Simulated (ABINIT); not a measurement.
Runs of ABINIT 10.8.3 (patched build) on WC (Qusongite). The structure is hexagonal, space group P-6m2 (No. 187). Conventional cell: a = 2.907 Å, b = 2.907 Å, c = 2.837 Å, α = 90.00°, β = 90.00°, γ = 120.00°. W (site symmetry -6m2) has 6 C at 2.20 Å as nearest neighbours. C (site symmetry -6m2) is surrounded by 6 W at 2.20 Å. 

```csv
task,level,potentials or basis,cell,k mesh,cutoff (eV),fine-grid cutoff,cell freedom (optcell),optimiser (ionmov),cutoff smearing ecutsm (Ha),force stop (Ha/bohr),mesh quality,gap on the mesh (eV),pressure (GPa)
positron lifetime,PBE,JTH PAW PBE v2.0,as given,7 × 7 × 6,435,870.764 eV,-,-,-,-,coarse,none,5.9
single point,PBEsol,PseudoDojo NC SR PBEsol v0.4.1 standard,as given,8 × 8 × 7,1007,-,-,-,-,-,not flagged,none,(a)
single point,PBE,PseudoDojo NC SR PBE v0.5 stringent,as given,8 × 8 × 7,1007,-,-,-,-,-,not flagged,none,5.4
relaxation of cell and atoms,PBE,PseudoDojo NC SR PBE v0.4.1 standard,relaxed,8 × 8 × 7,1116,-,2,2,0.5,2e-05,not flagged,none,0.0
optical spectrum,PBEsol,PseudoDojo NC SR PBEsol v0.4 stringent,as given,"12 × 12 × 10, shifted",1007,-,-,-,-,-,not flagged,-,-3.3
```

Alike in all rows: no spin polarisation; smearing fermi-dirac 0.05 eV.

Task: Estimate the missing entries.

Result: (a) -3.5.

Caveats: some runs use coarse meshes; the PAW basis is incomplete for the positron (some runs); the intraband (Drude) term is left out (some runs); spectra need much finer meshes, so this one isn't converged (some runs).

A k mesh can miss the band edges, and the runs leave out spin-orbit coupling on W.

A gap of «none» marks a metal or a gap under the smearing width.

Not every run made on this cell is shown here.
